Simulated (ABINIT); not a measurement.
Here is an ABINIT 10.8.3 (patched build) calculation.

Contents of run.abi:

```
pp_dirpath "./"
pseudos "Mg.GGA_PBE-JTH.xml, O.GGA_PBE-JTH.xml"

acell 3*1.0
rprim
     0.0000000000     3.9627583152     3.9627583152
     3.9627583152     0.0000000000     3.9627583152
     3.9627583152     3.9627583152     0.0000000000
ntypat 2
znucl 12 8
natom 2
typat 1 2
xred
     0.0000000000     0.0000000000     0.0000000000
     0.5000000000     0.5000000000     0.5000000000

ecut 625.861884 eV
pawecutdg 45.0

kptopt 1
ngkpt 11 11 11
nshiftk 1
shiftk 0.0 0.0 0.0

ixc 11

nband 12
occopt 3
tsmear 0.05 eV

nstep 100
tolvrs 1.0e-9

iomode 3
prtwf 0
prtden 0
prteig 0
prtebands 0
enunit 2
```

Potentials or basis: JTH PAW PBE v2.0.

Run with:

```bash
$ abinit run.abi > log 2>&1
```

(1) What does it give for the band gap on the k mesh?

(2) Estimate the pressure.

Results:

(1) 4.86 eV, direct.

(2) 7.1 GPa.

**Experimental background.**

From “Electronic structure of alkaline earth and post-transition metal oxides”, 2009, arxiv:0908.1581, for a bulk crystal of MgO: band gap 7.83 eV.

Measured gap of MgO: 7.83 eV (quoted in “Electronic structure of alkaline earth and post-transition metal oxides”, 2009, arxiv:0908.1581). This calculation gives 4.86 eV (-2.97 eV). The value is that of PBE, without temperature or zero-point motion. Semilocal functionals fall short of measured gaps as a rule. The cell is a database's relaxed one, not the measured one, which moves gaps too.
